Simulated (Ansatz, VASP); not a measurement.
One calculation of BN, two programs

```
CELL_PARAMETERS angstrom
2.43470 0.00000 0.00000
-1.21735 2.10851 0.00000
0.00000 0.00000 6.48930
ATOMIC_POSITIONS crystal
B 0.00000 0.00000 0.50000
B 0.33333 0.66667 0.00000
N 0.00000 0.00000 0.00000
N 0.66667 0.33333 0.50000
```

Change from the starting cell: strain -0.030 along x and y, -0.030 along z, atoms carried along.

Alike in both runs: task single point; functional PBEsol; k mesh 12 × 12 × 4; occupations gaussian, width 0.05 eV; no spin polarisation.

|  | VASP | Ansatz |
| --- | --- | --- |
| version | VASP 6.6.1 | Ansatz 0.2.0 |
| potentials or method | VASP PAW PBE potentials, release 64 (B, N) | scalar-relativistic, plane waves, PAW |
| plane-wave cutoff (eV) | 520 | 420 |
| valence electrons in the cell | 16 | 16 |

```csv
,VASP,Ansatz,Ansatz less VASP
gap on the k mesh at the Fermi level (eV),4.39,4.40,+0.011
least direct gap on the mesh (eV),4.59,4.60,+0.008
pressure (GPa),24.3,24.0,-0.35
largest component of the traceless stress (GPa),23.02,22.51,-0.513
```

With one functional, cell and mesh, what is left measures potentials, basis and numerics.

Caveats: so large a pressure means that the cell lies far from this level's equilibrium, or that cutoff or potentials fall short (VASP); the potentials were made for another functional, which shifts forces and pressure (VASP); this functional lacks dispersion, which binds the layers, so the pressure and a relaxed spacing across them are unreliable. A k mesh can miss the band edges.
